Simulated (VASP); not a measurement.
## NaCl in VASP 6.6.1, single-point calculation

INCAR

```
LWAVE = .FALSE.
ISIF = 2
ENCUT = 350
ALGO = Normal
NELM = 120
LCHARG = .FALSE.
NSW = 0
NBANDS = 14
EDIFF = 1E-7
METAGGA = R2SCAN
PREC = Single
IBRION = -1
ISMEAR = 0
LASPH = .TRUE.
LREAL = .FALSE.
SIGMA = 0.01
```

KPOINTS

```
KPOINTS created by Atomic Simulation Environment
0
Gamma
8 8 8
0 0 0
```

POSCAR

```
Na Cl
 1.0000000000000000
     0.0000000000000000    2.7746718371000001    2.7746718371000001
     2.7746718371000001    0.0000000000000000    2.7746718371000001
     2.7746718371000001    2.7746718371000001    0.0000000000000000
 Na  Cl
   1   1
Cartesian
  0.0000000000000000  0.0000000000000000  0.0000000000000000
  2.7746718371000001  2.7746718371000001  2.7746718371000001
```

The recommended PBE PAW datasets give the neutral cell 14 valence electrons.

Command

```
mpirun -np 1 vasp_std
```

OSZICAR

```
N       E                     dE             d eps       ncg     rms          rms(c)
DAV:   1     0.776569920902E+02    0.77657E+02   -0.58969E+03   834   0.774E+02
DAV:   2    -0.100123780277E+02   -0.87669E+02   -0.82167E+02   878   0.234E+02
DAV:   3    -0.158654612166E+02   -0.58531E+01   -0.58280E+01  1064   0.618E+01
DAV:   4    -0.159471022651E+02   -0.81641E-01   -0.81616E-01   946   0.792E+00
DAV:   5    -0.159487933099E+02   -0.16910E-02   -0.16910E-02  1076   0.109E+00    0.222E+00
DAV:   6    -0.138064053836E+02    0.21424E+01   -0.49652E-01   854   0.664E+00    0.226E+00
DAV:   7    -0.137909067750E+02    0.15499E-01   -0.14922E-01  1028   0.270E+00    0.123E+00
DAV:   8    -0.137957950203E+02   -0.48882E-02   -0.63529E-03   980   0.545E-01    0.464E-01
DAV:   9    -0.137974056664E+02   -0.16106E-02   -0.35947E-03   884   0.520E-01    0.120E-01
DAV:  10    -0.137974491590E+02   -0.43493E-04   -0.76935E-05  1106   0.684E-02    0.336E-02
DAV:  11    -0.137974702045E+02   -0.21045E-04   -0.52155E-05   920   0.585E-02    0.586E-02
DAV:  12    -0.137974765413E+02   -0.63368E-05   -0.50680E-06  1010   0.146E-02    0.236E-03
DAV:  13    -0.137974777995E+02   -0.12581E-05   -0.17820E-07   980   0.344E-03    0.303E-03
DAV:  14    -0.137974800486E+02   -0.22492E-05   -0.67278E-08   688   0.245E-03    0.686E-04
DAV:  15    -0.137974801445E+02   -0.95924E-07   -0.59618E-09   592   0.608E-04
   1 F= -.13797480E+02 E0= -.13797480E+02  d E =-.228778E-24
```

From OUTCAR

```
k-points           NKPTS =     29   k-points in BZ     NKDIM =     29   number of bands    NBANDS=     14

   NELECT =      14.0000    total number of electrons

   dimension x,y,z NGX =    24 NGY =   24 NGZ =   24
   dimension x,y,z NGXF=    24 NGYF=   24 NGZF=   24

  energy-cutoff  :      350.00
  volume of cell :       42.72
      direct lattice vectors                 reciprocal lattice vectors
     0.000000000  2.774671837  2.774671837    -0.180201490  0.180201490  0.180201490
     2.774671837  0.000000000  2.774671837     0.180201490 -0.180201490  0.180201490
     2.774671837  2.774671837  0.000000000     0.180201490  0.180201490 -0.180201490

 k-points in reciprocal lattice and weights: KPOINTS created by Atomic Simulation Env
   0.00000000  0.00000000  0.00000000       0.002
   0.12500000  0.00000000  0.00000000       0.016
   0.25000000  0.00000000  0.00000000       0.016
   0.37500000  0.00000000  0.00000000       0.016
   0.50000000  0.00000000  0.00000000       0.008
   0.12500000  0.12500000  0.00000000       0.012
   0.25000000  0.12500000  0.00000000       0.047
   0.37500000  0.12500000  0.00000000       0.047
   ...

 E-fermi :  -0.8116

 k-point     1 :       0.0000    0.0000    0.0000
  band No.  band energies     occupation
      1     -22.3018      2.00000
      2     -22.3018      2.00000
      3     -22.3004      2.00000
      4     -14.2199      2.00000
      5      -0.8798      2.00000
      6      -0.8797      2.00000
      7      -0.8797      2.00000
      8       5.2367      0.00000
      9      10.9193      0.00000
     10      10.9209      0.00000
     11      10.9209      0.00000
     12      13.2283      0.00000
     13      13.2283      0.00000
     14      14.9368      0.00000

 k-point     2 :       0.1250    0.0000    0.0000
  band No.  band energies     occupation
      1     -22.3072      2.00000
      2     -22.3022      2.00000
      3     -22.3009      2.00000
      4     -14.1652      2.00000
      5      -1.2663      2.00000
      6      -0.9275      2.00000
      7      -0.9274      2.00000
      8       5.7460      0.00000
      9      10.3887      0.00000
     10      11.1408      0.00000
     11      11.1427      0.00000
     12      13.0214      0.00000
     13      13.0216      0.00000
     14      15.9892      0.00000

 k-point     3 :       0.2500    0.0000    0.0000
  band No.  band energies     occupation
      1     -22.3200      2.00000
      2     -22.3031      2.00000
      3     -22.3018      2.00000
      4     -14.0290      2.00000
      5      -2.0484      2.00000
      6      -1.0388      2.00000
      7      -1.0388      2.00000
      8       6.6997      0.00000
      9       9.9514      0.00000
     10      11.3333      0.00000
     11      11.3367      0.00000
     12      13.2711      0.00000
     13      13.2713      0.00000
     14      16.2135      0.00000

 k-point     4 :       0.3750    0.0000    0.0000
  band No.  band energies     occupation
      1     -22.3327      2.00000
      2     -22.3037      2.00000
      3     -22.3024      2.00000
      4     -13.8864      2.00000
      5      -2.7070      2.00000
      6      -1.1452      2.00000
      7      -1.1451      2.00000
      8       7.1252      0.00000
      9      10.5385      0.00000
     10      11.1145      0.00000
     11      11.1183      0.00000
     12      14.7022      0.00000
     13      14.7024      0.00000
     14      15.6199      0.00000

 ...

  Total        0.3730788      0.3730788      0.3730788     -0.0000000      0.0000000     -0.0000000
  in kB       13.9909212     13.9909212     13.9909212     -0.0000000      0.0000000     -0.0000000
  external PRESSURE =      13.9909212 kB  Pullay stress =       0.0000000 kB

 POSITION                                       TOTAL-FORCE (eV/Angst)
 -----------------------------------------------------------------------------------
      0.00000      0.00000      0.00000        -0.000000     -0.000000     -0.000000
      2.77467      2.77467      2.77467         0.000000      0.000000      0.000000
 -----------------------------------------------------------------------------------
    total drift:                                0.000000     -0.000000      0.000000

  FREE ENERGIE OF THE ION-ELECTRON SYSTEM (eV)
  ---------------------------------------------------
  free  energy   TOTEN  =       -13.7974801445 eV

  energy  without entropy=      -13.7974801445  energy(sigma->0) =      -13.79748014
```

It converged. Results: gap between bands v and c on the k mesh 6.12 eV; least direct gap on the k mesh 6.12 eV; pressure 1.4 GPa. Band v is the last that the valence electrons fill when counted band by band, and c is the next.

These settings aren't sound, so the numbers aren't properties of the crystal.

On sound settings r²SCAN gives a gap of 6.13 eV on its mesh and a pressure of 0.8 GPa for the intended cell.

The run took about 17 s on one core of a shared host (Intel Xeon Platinum 8488C) and held 0.12 GiB at most.
